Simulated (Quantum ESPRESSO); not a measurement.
## HfO2 under changes of volume

One of the cells (11.532 Å³/atom); the others are scaled copies at fixed shape and fractional positions:

```
Hf O
1.0
     5.11800    0.00000    0.00000
     0.00000    5.18570    0.00000
    -0.85866    0.00000    5.21387
Hf O
4 8
Cartesian
  0.8021 2.3870 3.6914
  3.0279 4.9798 4.1294
  3.4573 2.7987 1.5224
  1.2314 0.2059 1.0845
  -0.3473 0.8733 4.4146
  4.1773 3.4661 3.4062
  4.6066 4.3124 0.7993
  0.0821 1.7196 1.8076
  1.4549 3.8473 5.1101
  2.3751 1.2544 2.7107
  2.8045 1.3384 0.1038
  1.8842 3.9313 2.5032
```

| Quantity | Value |
| --- | --- |
| Program | Quantum ESPRESSO 7.5 |
| Functional | LDA |
| Potentials or basis | GBRV 1.5 LDA |
| Cutoff | 612 eV |
| Density cutoff | 4898 eV |
| k mesh | 3 × 3 × 3 |
| Occupations | fermi-dirac, width 0.05 eV |
| Spin | no spin polarisation |

```csv
volume (Å³/atom),energy over the lowest point (meV/atom),pressure (GPa),gap on the mesh (eV),largest force (eV/Å)
10.840,6.55,7.3,4.34,0.597
11.070,0.00,1.2,4.26,0.528
11.301,1.81,-4.3,4.19,0.470
11.532,11.07,-9.2,4.12,0.422
11.762,27.05,-13.6,4.05,0.386
11.993,49.04,-17.6,3.98,0.361
12.223,?,?,?,?
```

Task: What does the run at 12.223 Å³/atom give?

Result: Energy over the lowest point 76.44 meV/atom; pressure -21.1 GPa; gap on the mesh 3.91 eV; largest force 0.347 eV/Å.

Worked out: A Birch-Murnaghan fit of order 3 (a polynomial in V^(-2/3)) to the other rows has its minimum at 11.13 Å³/atom with B0 = V·E''(V) = 272 GPa and B' = 4.4 at fixed shape and positions, which overstates the stiffness. It gives 76.32 meV/atom at 12.223 Å³/atom, against the run's 76.44, and -dE/dV = -20.7 GPa, against -21.1. A straight line through the other rows of the gap, of slope -3.53 eV per unit of ln V, extrapolates to 3.91 eV, against the run's 3.91.

Energies are extrapolated to zero smearing.

Caveats: some runs use coarse meshes; spin-orbit coupling is left out, which moves the levels of the heavy elements; an odd mesh through Γ misses points on the zone boundary, where band edges often lie.
